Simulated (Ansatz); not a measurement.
# CdTe (F-43m) in Ansatz: notebook

The runs below take CdTe through band structure, with PBEsol.

Everything below comes from runs of Ansatz 0.2.0. Logs are shortened: lines on timing, memory, paths and dates and some standing lists are left out, and cuts for length are marked.

**Measured values to compare with.**

A printed reference work, data compilation reports, for a bulk crystal of CdTe at 0 K: band gap 1.607 eV.

How close the calculation comes is told below.

**1. The structure**

It takes space group F-43m (No. 216, cubic). Conventional cell: a = 6.410 Å, b = 6.410 Å, c = 6.410 Å, α = 90.00°, β = 90.00°, γ = 90.00°. Te (site symmetry -43m) is surrounded by 4 Cd at 2.78 Å. Cd (site symmetry -43m) is surrounded by 4 Te at 2.78 Å.

**2. Band structure, PBEsol**

Input file input.yaml:

```yaml
crystal:
  lattice:
    - [0.0, 3.205, 3.205]
    - [3.205, 0.0, 3.205]
    - [3.205, 3.205, 0.0]
  atoms:
    - { symbol: Te, position: [0.75, 0.75, 0.75] }
    - { symbol: Cd, position: [0.0, 0.0, 0.0] }
kpoints:
  mp_grid: { grid: [5, 5, 5] }
  band_path:
    path:
      - [0.0, 0.0, 0.0]
      - [0.5, 0.0, 0.5]
      - [0.5, 0.25, 0.75]
      - [0.375, 0.375, 0.75]
      - [0.0, 0.0, 0.0]
      - [0.5, 0.5, 0.5]
      - [0.625, 0.25, 0.625]
      - [0.5, 0.25, 0.75]
    npoints: 12
scf:
  occupations: { method: fermi_dirac, width: 0.05 }
hamiltonian:
  xc: pbesol
  pseudopotentials: { kind: all_electron, lapw: { basis_error: 0.001 } }
output:
  forces: true
  stress: true
  eigenvalues: true
```

Potentials or basis: all-electron LAPW, scalar-relativistic.

Command:

```sh
> ansatz run input.yaml --threads 1 --pin off --max-ram 3072MiB --backend cpu --events-out ev --progress --plain --runs-dir out
```

What it wrote:

```text
Warning: RAYON_NUM_THREADS=1 ignored (pool sized by the plan → 1); use --threads N
LAPW: plane waves up to 8.259 Å⁻¹, error target 1.0e-3 eV per atom; small_component_spin mean_spin; Cd in spheres of 1.398 Å, 20 of its electrons in bands, Dirac shells []; Te in spheres of 1.378 Å, 24 of its electrons in bands, Dirac shells [] (how accurate: hamiltonian.pseudopotentials.lapw.basis_error, Limitations)
Engine: ansatz 0.2.0, x86_64-unknown-linux-gnu
Pseudopotentials: kind: all_electron
Pseudopotential: Te, LAPW, valence charge 24, lapw/all_electron/scalar/gaussian/Te, Koelling and Harmon's equation, gaussian nucleus
Pseudopotential: Cd, LAPW, valence charge 20, lapw/all_electron/scalar/gaussian/Cd, Koelling and Harmon's equation, gaussian nucleus
Functional definition: PBEsol
  exchange = pbesol_x
  correlation = pbesol_c
Crystal: 2 atoms, lattice volume = 65.844 Å³
Basis set: ecut = 259.8598291877953 eV, 609 PW (Γ), exchange–correlation at level 2
Bands: 27, of which v1, the nominal top of the filled ones, is band 22 counted from 1 (21 counted from 0)
Symmetry: 24 space group operations
Space group: F-43m (ITA 216), of the structure as read, at distance tolerance 4.0e-5 Å
k-points: 10 of 125 (time reversal used)
Non-local potential: Te, projectors of the file, none
Non-local potential: Cd, projectors of the file, none
Initial density: superposition of atomic densities (chi_scale 0.1, normalization cell, long waves kept (reshape's long-wave potential 0.00 eV rms))
Initial wavefunctions: plane waves of lowest kinetic energy (no species holds an atomic orbital)
Functional: x = pbesol(κ = 0.804, μ = 0.12345679012345678), c = pbesol(β = 0.046)
iter 1 solved again at ethr=1.18e-3 eV; its pass at ethr=1.00e-1 eV (dr2=5.21e-1 eV) is discarded
SCF iter   1: F=—  HF=-336971.986986 eV  |F-HF|=—  |Δ(HF+E_count)|=         —  Δρ=2.01e-2  dr2=5.22e-1  ethr=1.18e-3  ⟨swp⟩=2.2  Hψ=1744  notcnv=0
preconditioner: auto → none  [insulator: Δε(μ)=1.047 eV  Ē_g=11.679 eV  σ=0.050 eV  W_gap=1.00  n_scr=14 (ndim 8)  ℏωp=19.4 eV  f_vac=0.204  D(μ)=0.00/eV (n_scr^D=0)  ε∞_Penn≈3.8]
iter 2 solved again at ethr=4.70e-5 eV; its pass at ethr=1.18e-3 eV (dr2=2.07e-2 eV) is discarded
SCF iter   2: F=—  HF=-336971.777822 eV  |F-HF|=—  |Δ(HF+E_count)|=   2.09e-1  Δρ=6.28e-3  dr2=2.07e-2  ethr=4.70e-5  ⟨swp⟩=2.0  Hψ=1388  notcnv=0
SCF iter   3: F=—  HF=-336971.749776 eV  |F-HF|=—  |Δ(HF+E_count)|=   2.80e-2  Δρ=3.69e-3  dr2=8.34e-3  ethr=4.70e-5  ⟨swp⟩=2.4  Hψ=821  notcnv=0
SCF iter   4: F=—  HF=-336971.748262 eV  |F-HF|=—  |Δ(HF+E_count)|=   1.51e-3  Δρ=1.23e-3  dr2=1.04e-3  ethr=1.90e-5  ⟨swp⟩=2.0  Hψ=768  notcnv=0
SCF iter   5: F=—  HF=-336971.748165 eV  |F-HF|=—  |Δ(HF+E_count)|=   9.72e-5  Δρ=1.92e-4  dr2=1.74e-5  ethr=2.36e-6  ⟨swp⟩=2.0  Hψ=768  notcnv=0
SCF iter   6: F=—  HF=-336971.748169 eV  |F-HF|=—  |Δ(HF+E_count)|=   4.17e-6  Δρ=3.06e-5  dr2=4.87e-7  ethr=3.96e-8  ⟨swp⟩=2.2  Hψ=770  notcnv=0
SCF iter   7: F=-336971.748170 eV  HF=-336971.748170 eV  |F-HF|=1.71e-8  |Δ(HF+E_count)|=   1.01e-6  Δρ=3.40e-6  dr2=8.16e-9  ethr=1.11e-9  ⟨swp⟩=3.0  Hψ=804  notcnv=0
SCF 1 converged in 7 iterations: F = -336971.748170 eV  dr2 = 8.16e-9
NSCF: frozen V_eff on 85 k-points
SCF converged after 7 iterations
Free energy (F): -336971.748170 eV
Harris-Foulkes:  -336971.748170 eV  (|F-HF|=1.71e-8)
Internal energy: -336971.748158 eV  (E = F + TS)
E sigma→0 (E₀):  -336971.748164 eV
Entropy (-TS):   -0.000013 eV (-0.006 meV/atom)
Fermi energy:    9.621519 eV
--- Per-component energies (eV) ---
  E_band       = -1623.511195
  E_kinetic    = 354549.579959
  E_xc         = -8850.530638
  E_electrostatic = -682670.797479  (all electrons and nuclei)
  E_smearing   = -0.000013  (= −TS)
  E_closure    = 0.000000  (closes the sum)
  E_atoms      = -336966.303613  (free atoms, spherical and without spin; not in F)
  Σ components = -336971.748170   (vs F -336971.748170, Δ=0.00e0)
  Basis errors (estimates in eV, not in F): energy 4.3e-4 per atom: plane waves 4.0e-4 (2.3e-4 summed), levels above the bands 4.5e-70, relativity 1.7e-8, radial functions 3.1e-5, core shells 4.2e-7; eigenvalues (radial functions only) 1.2e-6; not estimated: angular momenta, meshes, grids; target (lapw.basis_error) 1.0e-3; muffin-tin radii Cd 1.398 Å, Te 1.378 Å
--- Forces (eV/Å), atoms counted from 1 ---
  atom   1  Te    -0.00000000     0.00000000    -0.00000000
  atom   2  Cd     0.00000000    -0.00000000     0.00000000
  max |Σ_I F_I| component: 2.78e-17 eV/Å
--- Stress (GPa, compression-positive) ---
        1.754360      -0.000000      -0.000000
       -0.000000       1.754360       0.000000
       -0.000000       0.000000       1.754360
  P = ⅓ Tr σ = 1.7544 GPa (17.544 kbar)
--- Band table (eV; the first three rows and the last of 10) ---
  k-point 0: bands = ["-149.2672", "-99.3712", "-99.3712", "-99.3712", "-92.8645", "-53.9589", "-53.9589", "-53.9589", "-26.8241", "-26.8241", "-26.8241", "-26.8143", "-26.8143", "-2.1913", "0.8356", "0.8356", "0.8356", "1.1252", "1.1252", "9.2176", "9.2176", "9.2176", "9.9701", "13.7523", "13.7523", "13.7523", "16.5484"]
  k-point 1: bands = ["-149.2672", "-99.3712", "-99.3712", "-99.3712", "-92.8645", "-53.9590", "-53.9589", "-53.9589", "-26.8242", "-26.8240", "-26.8240", "-26.8142", "-26.8142", "-2.0396", "0.8639", "0.8639", "0.9613", "1.1236", "1.1236", "6.9784", "8.8851", "8.8851", "11.1518", "14.0924", "14.2093", "14.2093", "17.5105"]
  k-point 2: bands = ["-149.2672", "-99.3712", "-99.3712", "-99.3712", "-92.8645", "-53.9590", "-53.9590", "-53.9590", "-26.8243", "-26.8238", "-26.8238", "-26.8141", "-26.8141", "-1.7938", "0.9010", "0.9010", "1.1318", "1.1318", "1.3734", "4.9111", "8.4507", "8.4507", "11.0266", "14.3777", "14.3777", "15.9752", "17.3039"]
  k-point 9: bands = ["-149.2672", "-99.3712", "-99.3712", "-99.3712", "-92.8645", "-53.9590", "-53.9590", "-53.9590", "-26.8243", "-26.8239", "-26.8235", "-26.8143", "-26.8139", "-1.6537", "0.9610", "0.9673", "1.0836", "1.1331", "1.6379", "4.9441", "6.6949", "7.3597", "13.1544", "13.4843", "14.4913", "16.8256", "17.7528"]
```

bands.tsv:

```text
# k_distance	band_0	band_1	band_2	band_3	band_4	band_5	band_6	band_7	band_8	band_9	band_10	band_11	band_12	band_13	band_14	band_15	band_16	band_17	band_18	band_19	band_20	band_21	band_22	band_23	band_24	band_25	band_26
# fermi_ev = 9.621519
[... 95 lines left out ...]
4.623387	-158.888674	-108.992708	-108.992706	-108.992706	-102.486029	-63.580540	-63.580522	-63.580496	-36.445724	-36.445544	-36.444949	-36.435764	-36.435421	-11.242539	-8.648165	-8.645585	-8.529747	-8.497688	-7.881302	-4.787976	-2.902968	-2.752384	3.896061	4.157375	5.146769	5.819044	9.329128
4.652267	-158.888674	-108.992707	-108.992706	-108.992705	-102.486029	-63.580539	-63.580522	-63.580496	-36.445709	-36.445554	-36.444946	-36.435761	-36.435420	-11.242285	-8.647492	-8.646218	-8.529256	-8.498126	-7.880265	-4.787854	-2.887445	-2.775460	3.929525	4.174145	5.113396	5.790832	9.354987
```

Wall time 9 s (1 thread of Intel Xeon 6975P-C (Granite Rapids), shared host); peak memory 0.29 GiB.

Results:

```yaml
Free_energy: -336971.7482 eV
Pressure: 1.8 GPa
Band_gap_on_the_k_mesh: 0.75 eV, direct
Band_gap_along_the_path: 0.75 eV, direct
```

Levels at the corners of the path, in eV from the valence-band top:
| point | band 19 | band 20 | band 21 | band 22 | band 23 | band 24 | band 25 | band 26 |
| --- | --- | --- | --- | --- | --- | --- | --- | --- |
| Γ | -8.09 | 0.00 | 0.00 | 0.00 | 0.75 | 4.53 | 4.53 | 4.53 |
| X | -7.57 | -4.51 | -2.00 | -2.00 | 2.42 | 2.60 | 8.88 | 9.24 |
| W | -7.48 | -4.38 | -2.48 | -2.37 | 4.33 | 4.58 | 5.52 | 6.19 |
| K | -7.52 | -4.41 | -2.74 | -1.66 | 2.79 | 4.49 | 7.32 | 7.49 |
| Γ | -8.09 | 0.00 | 0.00 | 0.00 | 0.75 | 4.53 | 4.53 | 4.53 |
| L | -7.72 | -4.66 | -0.83 | -0.83 | 1.76 | 5.13 | 5.13 | 6.92 |
| U | -7.52 | -4.41 | -2.74 | -1.66 | 2.79 | 4.49 | 7.32 | 7.49 |
| W | -7.48 | -4.38 | -2.48 | -2.37 | 4.33 | 4.58 | 5.52 | 6.19 |

Caveat: spin-orbit coupling is left out, which moves the levels of the heavy elements.

**3. Band structure, PBEsol, spin-orbit coupling, no magnetisation**

Edit input.yaml of step 2 so:

```diff
@@ -26,2 +26,5 @@
   pseudopotentials: { kind: all_electron, lapw: { basis_error: 0.001 } }
+magnetization:
+  noncollinear: true
+  spin_orbit: true
 output:
```

Potentials or basis: all-electron LAPW, relativistic spinors.

Command:

```sh
> ansatz run input.yaml --threads 1 --pin off --max-ram 3072MiB --backend cpu --events-out ev --progress --plain --runs-dir out
```

What it wrote:

```text
[... 65 lines left out ...]
  k-point 1: bands = ["-149.1793", "-149.1793", "-106.0955", "-106.0955", "-96.3576", "-96.3576", "-96.3576", "-96.3576", "-92.8388", "-92.8388", "-58.0018", "-58.0018", "-52.1539", "-52.1539", "-52.1538", "-52.1538", "-27.6539", "-27.6538", "-27.6538", "-27.6538", "-26.1915", "-26.1915", "-26.1853", "-26.1853", "-26.1852", "-26.1850", "-2.0258", "-2.0258", "0.5299", "0.5578", "0.6153", "0.6153", "1.1248", "1.1248", "1.3083", "1.3218", "1.3218", "1.3434", "6.9323", "6.9323", "8.6123", "8.6123", "9.1412", "9.1615", "11.1565", "11.1565", "14.0562", "14.0562", "14.1244", "14.1244", "14.3182", "14.3264", "17.5089", "17.5089"]
  k-point 2: bands = ["-149.1793", "-149.1793", "-106.0955", "-106.0955", "-96.3576", "-96.3576", "-96.3576", "-96.3576", "-92.8388", "-92.8388", "-58.0018", "-58.0018", "-52.1539", "-52.1539", "-52.1538", "-52.1538", "-27.6539", "-27.6538", "-27.6538", "-27.6538", "-26.1913", "-26.1913", "-26.1854", "-26.1854", "-26.1849", "-26.1848", "-1.7824", "-1.7824", "0.5464", "0.5635", "0.7891", "0.7891", "1.1789", "1.1789", "1.3505", "1.3722", "1.5566", "1.5566", "4.8900", "4.8900", "8.1681", "8.1681", "8.7000", "8.7113", "11.0270", "11.0270", "14.2890", "14.2890", "14.4489", "14.4531", "15.9723", "15.9723", "17.2991", "17.2991"]
  k-point 9: bands = ["-149.1793", "-149.1793", "-106.0955", "-106.0955", "-96.3576", "-96.3576", "-96.3576", "-96.3576", "-92.8388", "-92.8388", "-58.0018", "-58.0018", "-52.1539", "-52.1539", "-52.1539", "-52.1539", "-27.6539", "-27.6538", "-27.6537", "-27.6536", "-26.1913", "-26.1911", "-26.1852", "-26.1851", "-26.1850", "-26.1849", "-1.6551", "-1.6334", "0.6051", "0.6309", "0.6868", "0.9506", "1.2308", "1.2529", "1.3372", "1.3651", "1.6916", "1.8278", "4.8116", "5.0384", "6.4879", "6.8147", "7.3029", "7.4529", "12.9659", "13.2961", "13.4781", "13.5005", "14.4215", "14.5600", "16.7844", "16.8447", "17.6170", "17.8774"]
```

bands.tsv:

```text
[... 99 lines left out ...]
```

Wall time 47 s (1 thread of Intel Xeon 6975P-C (Granite Rapids), shared host); peak memory 0.49 GiB.

Results:

| Item | Value |
| --- | --- |
| Free energy | -337072.8071 eV |
| Pressure | 1.8 GPa |
| Band gap on the k mesh | 0.48 eV, direct |
| Band gap along the path | 0.48 eV, direct |

Levels at the corners of the path, in eV from the valence-band top:
| point | band 40 | band 41 | band 42 | band 43 | band 44 | band 45 | band 46 | band 47 | band 48 | band 49 |
| --- | --- | --- | --- | --- | --- | --- | --- | --- | --- | --- |
| Γ | -0.87 | 0.00 | 0.00 | 0.00 | 0.00 | 0.48 | 0.48 | 4.01 | 4.01 | 4.37 |
| X | -4.81 | -2.46 | -2.46 | -2.12 | -2.12 | 2.14 | 2.14 | 2.32 | 2.32 | 8.41 |
| W | -4.55 | -3.07 | -2.61 | -2.61 | -2.59 | 3.80 | 4.22 | 4.29 | 4.36 | 5.13 |
| K | -4.59 | -3.20 | -2.92 | -1.94 | -1.91 | 2.49 | 2.52 | 4.11 | 4.30 | 6.98 |
| Γ | -0.87 | 0.00 | 0.00 | 0.00 | 0.00 | 0.48 | 0.48 | 4.01 | 4.01 | 4.37 |
| L | -4.96 | -1.39 | -1.39 | -0.86 | -0.86 | 1.48 | 1.48 | 4.77 | 4.77 | 4.92 |
| U | -4.59 | -3.20 | -2.92 | -1.94 | -1.91 | 2.49 | 2.52 | 4.11 | 4.30 | 6.98 |
| W | -4.55 | -3.07 | -2.61 | -2.61 | -2.59 | 3.80 | 4.22 | 4.29 | 4.36 | 5.13 |

**4. Against experiment**

Step 2. Against the measured gap of CdTe, 1.607 eV (0 K; a printed reference work, data compilation), the calculated 0.75 eV is off by -0.85 eV. Spin-orbit coupling on Cd, Te is left out. The value is that of PBEsol, without temperature or zero-point motion. Semilocal functionals fall short of measured gaps as a rule.

Step 3. A measured gap of CdTe is 1.607 eV (0 K; a printed reference work, data compilation); the calculated 0.48 eV misses it by -1.13 eV. So large a miss can be the level of theory's own, or it may mean another phase, state or a wrong row. The value is that of PBEsol, without temperature or zero-point motion. Semilocal functionals fall short of measured gaps as a rule.
